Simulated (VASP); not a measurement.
# Moving the starting magnetic order in CoO

Space group P-6m2 (No. 187). a = 2.828 Å, b = 2.828 Å, c = 2.722 Å, α = 90.00°, β = 90.00°, γ = 120.00°
```
atom  site  symmetry       x       y       z
  Co    1b      -6m2  0.0000  0.0000  0.5000
   O    1c      -6m2  0.3333  0.6667  0.0000
```

Measurements of this composition are mostly on another form, of space group No. 225.

Kept alike: task single point; functional PBE; k mesh 8 × 8 × 8; occupations fermi-dirac, width 0.05 eV. Program: VASP, PBE PAW files Co, O, 520 eV. The mesh is that of the run's cell of 4 atoms. No spin-orbit coupling.

```csv
starting magnetic order,largest site moment (μB),moment of the cell (μB),free energy over the lowest row (meV/atom)
antiferromagnetic,2.35,0.00,25.60
"antiferromagnetic start, larger moments",2.35,0.00,25.60
ferrimagnetic,2.35,0.00,25.60
ferromagnetic,2.55,6.00,0.00
"ferromagnetic start, larger moments",2.55,6.00,0.00
non-magnetic,0.00,0.00,283.59
random collinear,2.45,2.88,146.52
```

For a metal such a mesh leaves the last digits unconverged. The runs hold the magnetic state that their start led to, which needn't be the lowest. The row without spin has no moments by construction. Site moments count inside each atom's sphere or projector.

Problem. What does the starting magnetic order change here?

Solution. The largest site moment runs from 0.00 (non-magnetic) to 2.55 μB (ferromagnetic; ferromagnetic start, larger moments). The moment of the cell runs from 0.00 (antiferromagnetic; antiferromagnetic start, larger moments; ferrimagnetic; non-magnetic) to 6.00 μB (ferromagnetic; ferromagnetic start, larger moments). The free energy is lowest at ferromagnetic; ferromagnetic start, larger moments, and 283.59 meV an atom higher at non-magnetic. Starts that end at one energy have found one state: antiferromagnetic; antiferromagnetic start, larger moments; ferrimagnetic | ferromagnetic; ferromagnetic start, larger moments.
